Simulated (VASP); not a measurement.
# CdTe (F-43m) in VASP: further runs

The runs below take CdTe through single point, relaxation of cell and atoms, with PBE.

Program: VASP 6.6.1. These are calculated values, not measurements. Logs are shortened: lines on timing, memory, paths and dates and some standing lists are left out, and cuts for length are marked.

**Experimental background.**

A printed reference work, data compilation reports, for a bulk crystal of CdTe at 0 K: band gap 1.607 eV.

The results are compared with them further down.

## (1) The crystal as given

The structure is cubic, space group F-43m (No. 216). Conventional cell: a = 6.617 Å, b = 6.617 Å, c = 6.617 Å, α = 90.00°, β = 90.00°, γ = 90.00°. Cd (site symmetry -43m) has 4 Te at 2.87 Å as nearest neighbours. Around Te (site symmetry -43m) lie 4 Cd at 2.87 Å.

## (2) Single point, PBE

The input, INCAR:

```
SYSTEM = CdTe
  PREC = Accurate
  ENCUT = 520
  EDIFF = 1E-6
  ISMEAR = 0
  SIGMA = 0.02
  LREAL = .False.
  LASPH = .True.
  NELM = 80
  ALGO = Normal
  ISIF = 2
  LWAVE = .False.
  LCHARG = .True.
  GGA = PE
  LELF = .True.
  LVHAR = .True.
  NBANDS = 16
```

The input, KPOINTS:

```
regular mesh
0
Gamma
  8 8 8
  0 0 0
```

The input, POSCAR:

```
CdTe
1.0
    0.0000000000      3.3086866245      3.3086866245
    3.3086866245      0.0000000000      3.3086866245
    3.3086866245      3.3086866245      0.0000000000
Cd Te
1 1
Direct
    0.0000000000      0.0000000000      0.0000000000
    0.2500000000      0.2500000000      0.2500000000
```

Potentials or basis: VASP PAW PBE potentials, release 64 (Cd, Te).

Launch:

```
$ cat potpaw_PBE.64/Cd/POTCAR potpaw_PBE.64/Te/POTCAR > POTCAR
$ mpirun -np 1 vasp_std > vasp.out
```

OUTCAR:

```text
SYSTEM = CdTe
   PREC = Accurate
   ENCUT = 520
   EDIFF = 1E-6
   ISMEAR = 0
   LREAL = .False.
   LASPH = .True.
   NELM = 80
   ISIF = 2
   GGA = PE

 ion  position               nearest neighbor table
   1  0.000  0.000  0.000-   2 2.87   2 2.87   2 2.87   2 2.87
   2  0.250  0.250  0.250-   1 2.87   1 2.87   1 2.87   1 2.87

  LATTYP: Found a face centered cubic cell.
 ALAT       =     6.6173732490

  Lattice vectors:

 A1 = (   0.0000000000,   3.3086866245,   3.3086866245)
 A2 = (   3.3086866245,   0.0000000000,   3.3086866245)
 A3 = (   3.3086866245,   3.3086866245,   0.0000000000)

Analysis of symmetry for initial positions (statically):
=====================================================================
 Subroutine PRICEL returns:
 Original cell was already a primitive cell.

 Routine SETGRP: Setting up the symmetry group for a
 face centered cubic supercell.

 Subroutine GETGRP returns: Found 24 space group operations
 (whereof 24 operations were pure point group operations)
 out of a pool of 48 trial point group operations.

The static configuration has the point symmetry T_d .

Analysis of symmetry for dynamics (positions and initial velocities):
=====================================================================
 Subroutine PRICEL returns:
 Original cell was already a primitive cell.

 Routine SETGRP: Setting up the symmetry group for a
 face centered cubic supercell.

 Subroutine GETGRP returns: Found 24 space group operations
 (whereof 24 operations were pure point group operations)
 out of a pool of 48 trial point group operations.

The dynamic configuration has the point symmetry T_d .

 Subroutine INISYM returns: Found 24 space group operations
 (whereof 24 operations are pure point group operations),
 and found     1 'primitive' translations

----------------------------------------------------------------------------------------

                                     Primitive cell

  volume of cell :      72.4431

  direct lattice vectors                    reciprocal lattice vectors
     0.000000000  3.308686624  3.308686624    -0.151117364  0.151117364  0.151117364
     3.308686624  0.000000000  3.308686624     0.151117364 -0.151117364  0.151117364
     3.308686624  3.308686624  0.000000000     0.151117364  0.151117364 -0.151117364

  length of vectors
     4.679189498  4.679189498  4.679189498     0.261742952  0.261742952  0.261742952

  position of ions in fractional coordinates (direct lattice)
     0.000000000  0.000000000  0.000000000
     0.250000000  0.250000000  0.250000000

  ion indices of the primitive-cell ions
   primitive index   ion index
                 1           1
                 2           2

----------------------------------------------------------------------------------------

 KPOINTS: regular mesh

Automatic generation of k-mesh.
 Grid dimensions read from file:
 generate k-points for:    8    8    8

 Generating k-lattice:

  Cartesian coordinates                     Fractional coordinates (reciprocal lattice)
    -0.018889670  0.018889670  0.018889670     0.125000000  0.000000000  0.000000000
     0.018889670 -0.018889670  0.018889670     0.000000000  0.125000000  0.000000000
     0.018889670  0.018889670 -0.018889670     0.000000000  0.000000000  0.125000000

  Length of vectors
     0.032717869  0.032717869  0.032717869

  Shift w.r.t. Gamma in fractional coordinates (k-lattice)
     0.000000000  0.000000000  0.000000000

 Subroutine IBZKPT returns following result:
 ===========================================

 Found     29 irreducible k-points:

 Following reciprocal coordinates:
            Coordinates               Weight
  0.000000  0.000000  0.000000      1.000000
  0.125000  0.000000  0.000000      8.000000
  0.250000  0.000000  0.000000      8.000000
  0.375000  0.000000  0.000000      8.000000
  0.500000  0.000000  0.000000      4.000000
  0.125000  0.125000  0.000000      6.000000
[... 16 lines left out ...]
  0.500000  0.250000  0.125000     48.000000
 -0.375000  0.250000  0.125000     24.000000
 [... further k-points ...]
   k-points           NKPTS =     29   k-points in BZ     NKDIM =     29   number of bands    NBANDS=     16
   number of dos      NEDOS =    301   number of ions     NIONS =      2
   total plane-waves  NPLWV =  46656
   dimension x,y,z NGX =    36 NGY =   36 NGZ =   36
   dimension x,y,z NGXF=    72 NGYF=   72 NGZF=   72
   ions per type =               1   1
   NGX,Y,Z   is equivalent  to a cutoff of  12.79, 12.79, 12.79 a.u.
   NGXF,Y,Z  is equivalent  to a cutoff of  25.58, 25.58, 25.58 a.u.
 SYSTEM =  CdTe
   PREC   = accura    normal or accurate (medium, high low for compatibility)
   ISTART =      0    job   : 0-new  1-cont  2-samecut
   ICHARG =      2    charge: 1-file 2-atom 10-const
   ISPIN  =      1    spin polarized calculation?
   LNONCOLLINEAR =      F non collinear calculations
   LSORBIT =      F    spin-orbit coupling
   LASPH  =      T    aspherical Exc in radial PAW
   ENCUT  =  520.0 eV  38.22 Ry    6.18 a.u.   8.70  8.70  8.70*2*pi/ulx,y,z
   NELM   =     80;   NELMIN=  2; NELMDL= -5     # of ELM steps
   EDIFF  = 0.1E-05   stopping-criterion for ELM
   LREAL  =      F    real-space projection
   EDIFFG = 0.1E-04   stopping-criterion for IOM
   NSW    =      0    number of steps for IOM
   IBRION =     -1    ionic relax: 0-MD 1-quasi-New 2-CG
   NFREE  =      0    steps in history (QN), initial steepest desc. (CG)
   ISIF   =      2    stress and relaxation
   ISYM   =      2    0-nonsym 1-usesym 2-fastsym
   POTIM  = 0.5000    time-step for ionic-motion
   TEBEG  =    0.0;   TEEND  =   0.0 temperature during run
   PSTRESS=    0.0 pullay stress
   NELECT =      18.0000    total number of electrons
   NUPDOWN=      -1.0000    fix difference up-down
   EMIN   =  10.00;   EMAX   =-10.00  energy-range for DOS
   EFERMI =   0.00;   METHOD = LEGACY
   ISMEAR =     0;   SIGMA  =   0.02  broadening in eV -4-tet -1-fermi 0-gaus
   EFERMI_NEDOS =   21; number of points for ismear=-14 and -15
   IALGO  =     38    algorithm
   IMIX   =      4    mixing-type and parameters
     AMIX     =   0.40;   BMIX     =  1.00
     AMIX_MAG =   1.60;   BMIX_MAG =  1.00
  volume/ion in A,a.u.               =      36.22       244.44
  Fermi-wavevector in a.u.,A,eV,Ry     =   1.029201  1.944907 14.412024  1.059254
  Thomas-Fermi vector in A             =   2.163236
   LORBIT       =      0    0 simple, 1 ext, 2 COOP (PROOUT), +10 PAW based schemes
   GGA     = PE    functional components
   LHFCALC =     F    Hartree Fock is set to
   AEXX    =    0.0000 exact exchange contribution
   IVDW    =     0    specifies the selected vdW correction
   LEPSILON=     F    determine dielectric tensor
   LRPA    =     F    only Hartree local field effects (RPA)
 non-spin polarized calculation
 Gauss-broadening in eV      SIGMA  =   0.02
  energy-cutoff  :      520.00
  volume of cell :       72.44
 maximum number of plane-waves:      1964
   NGX = 17   NGY = 17   NGZ = 17

 number of electron      18.0000006 magnetization

 Free energy of the ion-electron system (eV)
  ---------------------------------------------------
  ext. energy  EPLUGINS =         0.00000000
  ---------------------------------------------------
  free energy    TOTEN  =        -4.81202758 eV

  energy without entropy =       -4.81202758  energy(sigma->0) =       -4.81202758

 E-fermi :   1.9042     XC(G=0):  -8.3108

 val. band max:        1.8001846234   @ k =   0.0000   0.0000   0.0000
 cond. band min:       2.3841566487   @ k =   0.0000   0.0000   0.0000
 fundamental gap:      0.5839720253
 Fermi energy:         1.9041794982

 k-point     1 :       0.0000    0.0000    0.0000
  band No.  band energies     occupation
      1      -9.0357      2.00000
      2      -6.2901      2.00000
      3      -6.2901      2.00000
      4      -6.2901      2.00000
      5      -6.0731      2.00000
      6      -6.0731      2.00000
[... 8 lines left out ...]
     15      11.0476      0.00000
     16      11.0476      0.00000

 k-point     2 :       0.1250    0.0000    0.0000
  band No.  band energies     occupation
      1      -8.9855      2.00000
      2      -6.2809      2.00000
      3      -6.2809      2.00000
      4      -6.2476      2.00000
      5      -6.0737      2.00000
      6      -6.0737      2.00000
[... 8 lines left out ...]
     15      10.4055      0.00000
     16      10.4055      0.00000

 k-point     3 :       0.2500    0.0000    0.0000
  band No.  band energies     occupation
      1      -8.8641      2.00000
      2      -6.2604      2.00000
      3      -6.2604      2.00000
      4      -6.1101      2.00000
      5      -6.0732      2.00000
      6      -6.0732      2.00000
[... 8 lines left out ...]
     15      10.2055      0.00000
     16      10.2055      0.00000

 k-point     4 :       0.3750    0.0000    0.0000
  band No.  band energies     occupation
      1      -8.7442      2.00000
      2      -6.2433      2.00000
      3      -6.2433      2.00000
      4      -6.0687      2.00000
      5      -6.0687      2.00000
      6      -5.8959      2.00000
[... 8 lines left out ...]
     15      10.9500      0.00000
     16      10.9500      0.00000
[... 324 lines left out ...]
 k-point    22 :       0.3750    0.2500    0.1250
  band No.  band energies     occupation
      1      -8.7755      2.00000
      2      -6.2369      2.00000
      3      -6.2271      2.00000
      4      -6.1076      2.00000
      5      -6.0646      2.00000
      6      -5.9868      2.00000
[... 8 lines left out ...]
     15      11.4580      0.00000
     16      12.0522      0.00000

 k-point    23 :       0.5000    0.2500    0.1250
  band No.  band energies     occupation
      1      -8.6819      2.00000
      2      -6.2206      2.00000
      3      -6.2122      2.00000
      4      -6.0941      2.00000
      5      -6.0646      2.00000
      6      -5.7970      2.00000
[... 8 lines left out ...]
     15      11.6157      0.00000
     16      12.3676      0.00000

 k-point    24 :      -0.3750    0.2500    0.1250
  band No.  band energies     occupation
      1      -8.6442      2.00000
      2      -6.2161      2.00000
      3      -6.2063      2.00000
      4      -6.0850      2.00000
      5      -6.0680      2.00000
      6      -5.6883      2.00000
[... 8 lines left out ...]
     15      11.8103      0.00000
     16      12.2431      0.00000

 [... further k-points ...]

------------------------ aborting loop because EDIFF is reached ----------------------------------------

  FORCE on cell =-STRESS in cart. coord.  units (eV):
  Direction    XX          YY          ZZ          XY          YZ          ZX
  --------------------------------------------------------------------------------------
  -------------------------------------------------------------------------------------
  Total        0.0581979      0.0581979      0.0581979      0.0000000     -0.0000000      0.0000000
  in kB        1.2871258      1.2871258      1.2871258      0.0000000     -0.0000000      0.0000000
  external PRESSURE =       1.2871258 kB  Pullay stress =       0.0000000 kB

 VOLUME and BASIS-vectors are now :
 -----------------------------------------------------------------------------
  energy-cutoff  :      520.00
  volume of cell :       72.44
      direct lattice vectors                 reciprocal lattice vectors
     0.000000000  3.308686624  3.308686624    -0.151117364  0.151117364  0.151117364
     3.308686624  0.000000000  3.308686624     0.151117364 -0.151117364  0.151117364
     3.308686624  3.308686624  0.000000000     0.151117364  0.151117364 -0.151117364

 POSITION                                       TOTAL-FORCE (eV/Angst)
 -----------------------------------------------------------------------------------
      0.00000      0.00000      0.00000        -0.000000      0.000000      0.000000
      1.65434      1.65434      1.65434         0.000000     -0.000000     -0.000000
 -----------------------------------------------------------------------------------
    total drift:                               -0.000000     -0.000000     -0.000001

  FREE ENERGIE OF THE ION-ELECTRON SYSTEM (eV)
  ---------------------------------------------------
  free  energy   TOTEN  =        -4.8120275823 eV

  energy  without entropy=       -4.8120275823  energy(sigma->0) =       -4.81202758
```

Run time: 12 s. Hardware: 1 thread of Intel Xeon 6975P-C (Granite Rapids), shared host; peak memory 0.21 GiB.

Results:

* Free energy: -4.8120 eV
* Pressure: 0.1 GPa
* Band gap on the k mesh: 0.58 eV, direct

Levels at points of the mesh, in eV from the valence-band top:
```csv
k point,band 6,band 7,band 8,band 9,band 10,band 11,band 12,band 13
"(0.00, 0.00, 0.00)",-7.87,0.00,0.00,0.00,0.58,4.64,4.64,4.64
"(0.50, 0.00, 0.00)",-7.57,-4.08,-0.69,-0.69,1.76,5.21,5.21,7.01
"(0.50, 0.50, 0.00)",-7.45,-4.01,-1.66,-1.66,2.67,2.74,8.51,8.81
```

Caveat: spin-orbit coupling is left out, which moves the levels of the heavy elements.

(Continued in part 2 of 2.)
